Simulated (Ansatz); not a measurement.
**S (fcc type): how the settings move a single-point run**

How sensitive is a single-point run of S (fcc type) to its settings? A reference run comes first, then one run with altered input.

Program: Ansatz 0.2.0. Level of theory: reference: DFT, PBEsol, PAW with Ansatz's default frozen-core files, scalar-relativistic. These are calculated values, not measurements.

1 further run of the same task is left out (it didn't finish). Runs told in other sessions of the task aren't counted.

## (1) The starting structure

It takes space group Fm-3m (No. 225, cubic). Conventional cell: a = 3.552 Å, b = 3.552 Å, c = 3.552 Å, α = 90.00°, β = 90.00°, γ = 90.00°. S (site symmetry m-3m) has 12 S at 2.51 Å in its first shell of neighbours.

Coordinates:

```cif
data_structure
_symmetry_space_group_name_H-M 'Fm-3m'
_symmetry_Int_Tables_number 225
_cell_length_a 3.5516
_cell_length_b 3.5516
_cell_length_c 3.5516
_cell_angle_alpha 90.000
_cell_angle_beta 90.000
_cell_angle_gamma 90.000
_cell_volume 44.80
loop_
_atom_site_label
_atom_site_type_symbol
_atom_site_symmetry_multiplicity
_atom_site_Wyckoff_symbol
_atom_site_fract_x
_atom_site_fract_y
_atom_site_fract_z
_atom_site_occupancy
S1 S 4 a 0.00000 0.00000 0.00000 1
```

## (2) Reference

input.yaml reads:

```yaml
crystal:
  lattice:
    - [0.0, 1.7758123202, 1.7758123202]
    - [1.7758123202, 0.0, 1.7758123202]
    - [1.7758123202, 1.7758123202, 0.0]
  atoms:
    - { symbol: S, position: [0.0, 0.0, 0.0] }
kpoints:
  mp_grid: { grid: [18, 18, 18] }
scf:
  occupations: { method: fermi_dirac, width: 0.08 }
hamiltonian:
  xc: pbesol
  pseudopotentials: { kind: paw }
output:
  forces: true
  stress: true
  eigenvalues: true
  populations: true
```

Started as:

```console
ansatz run input.yaml --threads 1 --pin off --max-ram 2048MiB --backend cpu --events-out ev --progress --plain --runs-dir out
```

## (3) Changed: preconditioner none, xc pbe

input.yaml: that of step 2 with these lines changed.

```diff
@@ -11,4 +11,5 @@
   occupations: { method: fermi_dirac, width: 0.08 }
+  mixing: { preconditioner: none }
 hamiltonian:
-  xc: pbesol
+  xc: pbe
   pseudopotentials: { kind: paw }
```

What does the calculation give? Wanted: for each run, ending; energy change; pressure; gap; force.

As calculated:

```
                           run     ending   energy change  pressure (GPa)  gap (eV)  force (eV/Å)  cycles  time
                     reference  converged               -            48.9      0.00          0.00       6   2 s
1: preconditioner none, xc pbe  converged  not comparable            56.2      0.00          0.00       6   2 s
```

Residual by cycle in the longest SCF loop of each run; runs are numbered as in the table. The quantity is the density residual dr2, in eV.

```
cycle  reference    run 1
    1    0.00617  0.00301
    2     9.6e-4   5.4e-4
    3     6.2e-6   4.2e-6
    4     7.6e-7   8.9e-7
    5     1.2e-8   4.5e-8
    6    8.9e-11  4.7e-10
```

What this shows: A change of functional puts the total energy on another scale; the pressure goes from 48.9 to 56.2 GPa. At this fixed cell a higher pressure means that this functional prefers a larger volume than the reference. Semilocal functionals close small gaps, so the missing gap need not be the real solid's. The structure is not at rest: the sound run finds 49 GPa, so these are no properties of the relaxed crystal. 
